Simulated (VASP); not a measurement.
## AlPt: single point with PBEsol

AlPt:

```
CELL_PARAMETERS angstrom
4.87893 0.00000 0.00000
0.00000 4.87893 0.00000
0.00000 0.00000 4.87893
ATOMIC_POSITIONS crystal
Pt 0.84494 0.65506 0.34494
Pt 0.65506 0.34494 0.84494
Pt 0.34494 0.84494 0.65506
Pt 0.15506 0.15506 0.15506
Al 0.15597 0.34403 0.65597
Al 0.34403 0.65597 0.15597
Al 0.65597 0.15597 0.34403
Al 0.84403 0.84403 0.84403
```

The cell is a database's computed one.

```yaml
Program: VASP 6.6.1
Task: single point
Functional: PBEsol
Potentials_or_basis: VASP PAW PBE potentials, release 64 (Pt, Al)
Cutoff: 520 eV
k_mesh: 5 × 5 × 5
Occupations: fermi-dirac, width 0.05 eV
Spin: no spin polarisation
```

The pressure is -1.3 GPa and the largest force is 0.048 eV/Å. The band gap on the k mesh is none (metal or under the smearing width).

Forces in eV/Å, atoms in the order of the input:
```
Pt   0.027 -0.027  0.027
Pt  -0.027  0.027  0.027
Pt   0.027  0.027 -0.027
Pt  -0.027 -0.027 -0.027
Al  -0.003  0.003 -0.003
Al   0.003 -0.003 -0.003
Al  -0.003 -0.003  0.003
Al   0.003  0.003  0.003
```

Levels at points of the mesh, in eV from the Fermi level:
| k point | band 24 | band 25 | band 26 | band 27 | band 28 | band 29 |
| --- | --- | --- | --- | --- | --- | --- |
| (0.00, 0.00, 0.00) | -1.77 | -0.25 | -0.25 | -0.25 | 4.15 | 4.15 |

It took 62 s on 1 thread of AMD EPYC 7R43 64-Core Processor (Zen 3), with other jobs on the host, peak memory 0.18 GiB.

Caveat: the PAW data sets were made with another functional, which shifts forces and pressure a little. The run has no spin-orbit coupling, so splittings on Pt are missing.
